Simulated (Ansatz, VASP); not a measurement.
BiTe in VASP and in Ansatz

```
Bi Te
1.0
     0.00000    3.62486    3.62486
     3.62486    0.00000    3.62486
     3.62486    3.62486    0.00000
Bi Te
1 1
Cartesian
  0.0000 0.0000 0.0000
  1.8124 1.8124 1.8124
```

Alike in both runs: task single point; functional PBE; k mesh 8 × 8 × 8; occupations gaussian, width 0.05 eV; no spin polarisation.

|  | VASP | Ansatz |
| --- | --- | --- |
| version | VASP 6.6.1 | Ansatz 0.2.0 |
| potentials or method | VASP PAW PBE potentials, release 64 (Bi_d, Te) | scalar-relativistic, plane waves, PAW |
| plane-wave cutoff (eV) | 520 | 420 |
| valence electrons in the cell | 21 | 31 |

```tsv
	VASP	Ansatz	Ansatz less VASP
gap on the k mesh at the Fermi level (eV)	none	none	-
pressure (GPa)	-0.1	0.0	+0.04
```

A gap of «none» marks a metal or a gap that the smearing closes. The functional is the same, so the differences come from potentials, cutoffs and numerics. The two sets of potentials don't hold the same shells in valence.

Caveats: spin-orbit coupling is left out, which moves the levels of the heavy elements.
